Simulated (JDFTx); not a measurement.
**BN: equation of state with RPBE**

**The experiment to reproduce.**

“Effect of nanostructuration on compressibility of cubic BN”, 2012, arxiv:1208.3664 quotes, for a bulk crystal of BN at 300 K: bulk modulus 395 ± 2 GPa.

BN:

```xyz
2
Lattice="0.0000 1.8130 1.8130 1.8130 0.0000 1.8130 1.8130 1.8130 0.0000" Properties=species:S:1:pos:R:3 pbc="T T T"
N     0.9065    0.9065    0.9065
B     0.0000    0.0000    0.0000
```

The cell is a database's computed one.

```
Program                                 : JDFTx 1.7.0 (patched build)
Task                                    : equation of state
Functional                              : RPBE
Potentials or basis                     : PseudoDojo-SR-PBE-0.5-standard
Cutoff                                  : 1143 eV
Density cutoff                          : 9143 eV
k mesh                                  : 13 × 13 × 13
Occupations                             : fermi-dirac, width 0.05 eV
Spin                                    : no spin polarisation
Bands                                   : 9
Density cutoff over wavefunction cutoff : 8
Max SCF steps                           : 100
SCF threshold on the energy             : 1e-09 Ha
Solver of the electrons                 : scf
```

* Equilibrium volume: 5.98 Å³/atom
* Bulk modulus: 365 GPa
* Pressure derivative of the bulk modulus: 3.7

Energy against volume, from the lowest point:
| volume (Å³/atom) | energy (meV/atom) |
| --- | --- |
| 5.602 | 29.56 |
| 5.721 | 13.28 |
| 5.840 | 3.62 |
| 5.959 | 0.00 |
| 6.078 | 1.88 |
| 6.198 | 8.76 |
| 6.317 | 20.19 |

Measured bulk modulus of BN: 395 GPa (300 K; quoted in “Effect of nanostructuration on compressibility of cubic BN”, 2012, arxiv:1208.3664). This calculation gives 365 GPa (-7.6 %). The fit is for a static lattice scaled at fixed shape and fixed fractional positions.

Caveat: the potentials were made for another functional, which shifts forces and pressure.
